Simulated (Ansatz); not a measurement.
## B, space group P6/mmm: a relaxation followed by a look at the electronic structure

Run with the Ansatz DFT code, driven from Python.

`b.py`
```python
'''Relax B, then bands and states at the relaxed cell.'''

import logging
import sys
import warnings

import ansatz as az
import numpy as np
from pymatgen.core import Lattice, Structure
from pymatgen.io.ase import AseAtomsAdaptor

logging.basicConfig(stream=sys.stdout, format='%(levelname)s %(message)s')
log = logging.getLogger('calc')
log.setLevel(logging.INFO)


def count_gap(report):
    # lowest empty less highest filled band, counting bands; zero where they overlap
    return max(report.get('gap_by_band_count_ev') or 0.0, 0.0)


def configured(crystal, spacing):
    return (
        crystal.calculation()
        .scf(tolerance=1e-07)
        .occupations('fermi_dirac', width=0.15)
        .functional(az.Functional.R2SCAN)
        .basis(45 * az.Ry)
        .pseudopotentials('paw')
        .kpoints(spacing=spacing)
    )

warnings.simplefilter('ignore', az.DeckWarning)

pmg_structure = Structure(
    Lattice([(1.70243358, 0.0, 0.0), (-0.85121679, 1.47435072, 0.0), (0.0, 0.0, 3.63542285)]),
    ['B'],
    [
        (0.0, 0.0, 0.0),
    ],
)
material = az.Crystal.from_ase(AseAtomsAdaptor.get_atoms(pmg_structure))

relaxed = configured(material, 0.3).relax(cell=True, force_tolerance=0.02, max_steps=40).checkpoint(write='relax.run').run(threads=1)
cell = np.asarray(relaxed.lattice.cell_ang)
print('relaxed edges (A):', np.linalg.norm(cell, axis=1).round(4), ' volume:', round(abs(np.linalg.det(cell)), 3), 'A^3')
for site in relaxed.lattice.sites:
    print(' ', site.symbol, np.round(site.position_frac, 4) + 0.0)

final = az.Crystal.from_checkpoint('relax.run')
result = configured(final, 0.22).functional('pbesol').stress().band_table().density_of_states(energy_step=0.05).run(threads=1)
r = result.report
dos = result.density_of_states()
log.info(f'pressure at the relaxed cell {np.trace(r["stress_gpa"]) / 3:.3f} GPa, gap by band count {count_gap(r):.3f} eV')
if count_gap(r) == 0:
    print('states/eV at the Fermi level:', round(float(np.interp(dos.fermi_ev, dos.energies_ev, dos.spin_summed_g_bin_mean_per_ev)), 3))
```

`python b.py` gives:
```text
relaxed edges (A): [1.7072 1.7072 3.6171]  volume: 9.129 A^3
  B [0. 0. 0.]
INFO pressure at the relaxed cell 0.088 GPa, gap by band count 0.000 eV
states/eV at the Fermi level: 0.194
```

Notes:
- The mesh is modest for a metal, so energies can be off by several to tens of meV an atom and pressures by half a GPa or more; differences at equal mesh fare better.
- Only differences from the Fermi energy are physical; the zero of the scale is a convention.
- The smearing is wide enough that free energy and stress hold a thermal part of the electrons.
- The program warned that this SCF threshold is loose for forces or stresses.
- A gap by band count of zero or less means overlapping bands, a metal, and at an odd count of electrons it is no gap at all.
- The structure is layered, and without a dispersion term the spacing of the layers is poorly determined.
- This isn't the structure that B takes at ambient conditions.
- Gaps and levels are Kohn-Sham values on a finite set of k-points.
- Where the second run takes another functional or mesh than the relaxation, its pressure isn't zero; pressure is positive in compression.
- The density of states is complete only as far up as bands were computed.
- The script silences the warnings on its input, which a real study should read.
- Hardware and time: 6.1 s on 1 thread of Arm Neoverse V2, with other jobs on the host, peak memory 0.42 GiB.
